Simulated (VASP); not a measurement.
**InP in VASP: how settings move the PBE single point**

The PBE single point of InP in the zincblende structure, under +2.6 % biaxial strain in x and y, z held is repeated with altered inputs. Which of them can be trusted?

Program: VASP 6.6.1. PAW datasets, plane waves. (Simulation; spin polarisation is off.)

### 1 The cell

The cell comes from an earlier relaxation with r2SCAN in another program, then strained, with the atoms relaxed again.

It is tetragonal, I-4m2 (No. 119); a = 4.284 Å, c = 5.908 Å in the conventional setting, 27.11 Å³ an atom. In has 4 P at 2.60 Å; P has 4 In at 2.60 Å.

Coordinates:

```xyz
2
Lattice="0.0000 3.0294 2.9538 3.0294 0.0000 2.9538 3.0294 3.0294 0.0000" Properties=species:S:1:pos:R:3 pbc="T T T"
In    0.0000    0.0000    0.0000
P     1.5147    1.5147    1.4769
```

### 2 Reference

Contents of INCAR:

```
ENCUT = 520.000000
SIGMA = 0.020000
EDIFF = 1.00e-07
GGA = PE
PREC = Accurate
IBRION = -1
ISIF = 2
ISMEAR = -1
NBANDS = 16
NELM = 120
NSW = 0
LASPH = .TRUE.
LCHARG = .FALSE.
LWAVE = .FALSE.
LREAL = .FALSE.
```

Contents of KPOINTS:

```
KPOINTS created by Atomic Simulation Environment
0
Gamma
8 8 8
0 0 0
```

Contents of POSCAR:

```
In P
 1.0000000000000000
     0.0000000000000000    3.0294046015000000    2.9537876380000001
     3.0294046015000000    0.0000000000000000    2.9537876380000001
     3.0294046015000000    3.0294046015000000    0.0000000000000000
 In  P
   1   1
Cartesian
  0.0000000000000000  0.0000000000000000  0.0000000000000000
  1.5147023007499998  1.5147023007499998  1.4768938189999998
```

A file KPOINTS_OPT adds named points for the levels; it doesn't enter the self-consistent loop.

Potentials: the recommended PBE PAW datasets, 18 valence electrons.

The run is started by

```console
$ mpirun -np 1 vasp_std
```

### 3 Variant 1

Edit INCAR of step 2 so:

```diff
@@ -2,3 +2,2 @@
 SIGMA = 0.020000
-EDIFF = 1.00e-07
 GGA = PE
@@ -15 +14,2 @@
 LREAL = .FALSE.
+EDIFF = 0.0001
```

KPOINTS is that of step 2.

POSCAR is that of step 2.

### 4 Variant 2

Contents of INCAR:

```
ENCUT = 520.000000
EDIFF = 1.00e-07
GGA = PE
PREC = Accurate
IBRION = -1
ISIF = 2
NBANDS = 16
NELM = 120
NSW = 0
LASPH = .TRUE.
LCHARG = .FALSE.
LWAVE = .FALSE.
LREAL = .FALSE.
ISYM = 1
NELECT = 19
ISMEAR = -5
SIGMA = 0.01
```

KPOINTS is that of step 2.

POSCAR is that of step 2.

### 5 Variant 3

Edit INCAR of step 2 so:

```diff
@@ -14,2 +14,3 @@
 LWAVE = .FALSE.
-LREAL = .FALSE.
+LREAL = .TRUE.
+ALGO = VeryFast
```

Contents of KPOINTS:

```
KPOINTS created by Atomic Simulation Environment
0
Monkhorst-Pack
8 8 8
0 0 0
```

POSCAR is that of step 2.

Before running it: what results should come out? Wanted: for each run, changed; ending; energy change; pressure; electronic steps; usable.

**Answer**, as computed:

| run | changed | ending | energy change (meV/atom) | pressure (GPa) | gap on the mesh (eV; negative: overlap) | electronic steps | time | usable |
| --- | --- | --- | --- | --- | --- | --- | --- | --- |
| ref. | – | converged | 0 | -1.4 | 0.23 | 15 | 47 s | yes |
| 1 | EDIFF = 0.0001 | converged | 0.0 | -1.4 | 0.23 | 11 | 38 s | yes |
| 2 | ISYM = 1, NELECT = 19, ISMEAR = -5, SIGMA = 0.01 | converged | – | 32.8 | – | 17 | 53 s | no |
| 3 | LREAL = .TRUE., ALGO = VeryFast, shifted mesh | converged | -1.9 | -1.5 | 0.88 | 22 | 3.4 min | no |

**Reading.** Of 3 altered inputs, 2 ended normally on a faulty or unsound input, 1 gave usable results.
